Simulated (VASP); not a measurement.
The system is LiCl.

```
Cl Li
1.0
     0.00000    2.56477    2.56477
     2.56477    0.00000    2.56477
     2.56477    2.56477    0.00000
Cl Li
1 1
Direct
  0.48401 0.55672 0.50187
  0.06792 0.00634 0.94355
```

The cell isn't the ideal one: atoms moved at random, drawn with an rms of 0.15 Å.

```yaml
Program: VASP 6.6.1
Task: relaxation of the atoms
Functional: PBEsol
Dispersion: rVV10
Potentials_or_basis: VASP PAW PBE potentials, release 64 (Cl, Li_sv)
Cutoff: 520 eV
k_mesh: 9 × 9 × 9
Occupations: fermi-dirac, width 0.1 eV
Spin: no spin polarisation
```

At the start: pressure -0.5 GPa; volume 16.87 Å³/atom.

Task: Where does the relaxation end?

Result: Over 10 steps the energy falls by 20.6 meV/atom; space group Fm-3m (No. 225, to 0.05 Å).

The path:
```
step  energy change (eV)  largest force (eV/Å)  pressure (GPa)
   1              0.0000                0.3449           -0.50
   2             -0.0054                0.3095           -0.64
   3             -0.0186                0.2216           -0.97
   4             -0.0340                0.1071           -1.40
   5             -0.0380                0.0712           -1.52
   6             -0.0400                0.0444           -1.58
   7             -0.0403                0.0376           -1.59
   8             -0.0411                0.0174           -1.62
   9             -0.0409                0.0251           -1.61
  10             -0.0413                0.0064           -1.62
```

Final structure:
```
Cl Li
1.0
     0.00000    2.56477    2.56477
     2.56477    0.00000    2.56477
     2.56477    2.56477    0.00000
Cl Li
1 1
Direct
  0.48401 0.55672 0.50187
  0.98229 0.05833 0.00367
```

Caveat: the cutoff is under 1.25 times the usual one of these potentials, so pressure, stress and relaxed cells hold a basis-set (Pulay) error; the PAW data sets were made with another functional, which shifts forces and pressure a little.
